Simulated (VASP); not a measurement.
```xyz
2
Lattice="4.2900 0.0000 0.0000 0.0000 4.2900 0.0000 0.0000 0.0000 4.2900" Properties=species:S:1:pos:R:3 pbc="T T T"
Cs     0.0000     0.0000     0.0000
Br     2.1450     2.1450     2.1450
```

All values below come from G0W0 on PBE orbitals, VASP's PBE PAW potentials (set 64) (plane waves; VASP). Numerical set-up: PREC = Normal, 500 eV cut-off, 4×4×4 Γ-centred mesh, Gaussian smearing of 0.010 eV, potentials Cs_sv_GW Br_GW.

The mesh is coarse and the basis finite, so the quasiparticle values are not converged.

NBANDS = 64, ENCUTGW = 150 eV, NOMEGA = 64. The PBE levels (eV) that the step starts from are:

```tsv
state	KS energy	filling
k1 (0.00, 0.00, 0.00), band 5	-5.88	2
k1 (0.00, 0.00, 0.00), band 6	0.48	2
k1 (0.00, 0.00, 0.00), band 7	0.48	2
k1 (0.00, 0.00, 0.00), band 8	0.48	2
k1 (0.00, 0.00, 0.00), band 9	4.99	0
k1 (0.00, 0.00, 0.00), band 10	5.41	0
k1 (0.00, 0.00, 0.00), band 11	5.41	0
k1 (0.00, 0.00, 0.00), band 12	9.61	0
k8 (0.50, 0.25, 0.25), band 5	-6.04	2
k8 (0.50, 0.25, 0.25), band 6	-0.40	2
k8 (0.50, 0.25, 0.25), band 7	-0.25	2
k8 (0.50, 0.25, 0.25), band 8	0.16	2
k8 (0.50, 0.25, 0.25), band 9	7.04	0
k8 (0.50, 0.25, 0.25), band 10	7.27	0
k8 (0.50, 0.25, 0.25), band 11	7.60	0
k8 (0.50, 0.25, 0.25), band 12	8.51	0
k9 (0.50, 0.50, 0.25), band 5	-6.01	2
k9 (0.50, 0.50, 0.25), band 6	-0.39	2
k9 (0.50, 0.50, 0.25), band 7	-0.39	2
k9 (0.50, 0.50, 0.25), band 8	-0.18	2
k9 (0.50, 0.50, 0.25), band 9	7.19	0
k9 (0.50, 0.50, 0.25), band 10	7.35	0
k9 (0.50, 0.50, 0.25), band 11	8.06	0
k9 (0.50, 0.50, 0.25), band 12	8.06	0
```

Problem. Give the quasiparticle energies and renormalisation factors Z.

Solution. 
```csv
state,QP energy (eV),Z
"k1 (0.00, 0.00, 0.00), band 5",-7.47,0.80
"k1 (0.00, 0.00, 0.00), band 6",-0.68,0.79
"k1 (0.00, 0.00, 0.00), band 7",-0.68,0.79
"k1 (0.00, 0.00, 0.00), band 8",-0.68,0.79
"k1 (0.00, 0.00, 0.00), band 9",5.85,0.85
"k1 (0.00, 0.00, 0.00), band 10",6.34,0.84
"k1 (0.00, 0.00, 0.00), band 11",6.34,0.84
"k1 (0.00, 0.00, 0.00), band 12",11.29,0.82
"k8 (0.50, 0.25, 0.25), band 5",-7.66,0.80
"k8 (0.50, 0.25, 0.25), band 6",-1.71,0.79
"k8 (0.50, 0.25, 0.25), band 7",-1.55,0.79
"k8 (0.50, 0.25, 0.25), band 8",-1.06,0.79
"k8 (0.50, 0.25, 0.25), band 9",8.26,0.84
"k8 (0.50, 0.25, 0.25), band 10",8.37,0.84
"k8 (0.50, 0.25, 0.25), band 11",8.78,0.83
"k8 (0.50, 0.25, 0.25), band 12",9.90,0.82
"k9 (0.50, 0.50, 0.25), band 5",-7.63,0.80
"k9 (0.50, 0.50, 0.25), band 6",-1.71,0.79
"k9 (0.50, 0.50, 0.25), band 7",-1.71,0.79
"k9 (0.50, 0.50, 0.25), band 8",-1.46,0.79
"k9 (0.50, 0.50, 0.25), band 9",8.25,0.84
"k9 (0.50, 0.50, 0.25), band 10",8.62,0.83
"k9 (0.50, 0.50, 0.25), band 11",9.40,0.83
"k9 (0.50, 0.50, 0.25), band 12",9.40,0.83
```
On the mesh the gap opens from 4.51 to 6.52 eV.

The compound is CsBr in the CsCl type structure. The cell was not relaxed at this level.
